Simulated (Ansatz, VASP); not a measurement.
One calculation of BN, two programs

```
B N
1.0
     1.15103    0.66455    3.37293
    -1.15103    0.66455    3.37293
     0.00000   -1.32910    3.37293
B N
1 1
Direct
  0.99967 0.99967 0.99967
  0.33276 0.33276 0.33276
```

Change from the starting cell: strain -0.080 along x and y, +0.000 along z, atoms carried along.

Alike in both runs: task single point; functional PBE; dispersion D3(BJ); k mesh 12 × 12 × 12; occupations gaussian, width 0.05 eV; no spin polarisation.

|  | VASP | Ansatz |
| --- | --- | --- |
| version | VASP 6.6.1 | Ansatz 0.2.0 |
| potentials or method | VASP PAW PBE potentials, release 64 (B, N) | scalar-relativistic, plane waves, PAW |
| plane-wave cutoff (eV) | 520 | 420 |
| valence electrons in the cell | 8 | 8 |

Ansatz gave:

- gap on the k mesh at the Fermi level (eV): 4.73
- least direct gap on the mesh (eV): 5.32
- pressure (GPa): 86.3
- largest component of the traceless stress (GPa): 87.69
- rms of the force components (eV/Å): 0.004

Question: What did VASP give for the same quantities?

Answer: gap on the k mesh at the Fermi level (eV): 4.71; least direct gap on the mesh (eV): 5.31; pressure (GPa): 86.5; largest component of the traceless stress (GPa): 88.06; rms of the force components (eV/Å): 0.004.

Atom by atom the forces differ by 0.000 eV/Å (rms over components).

Caveats: the cell as given lies far from equilibrium; so large a pressure means that the cell lies far from this level's equilibrium, or that cutoff or potentials fall short (VASP). A k mesh can miss the band edges.
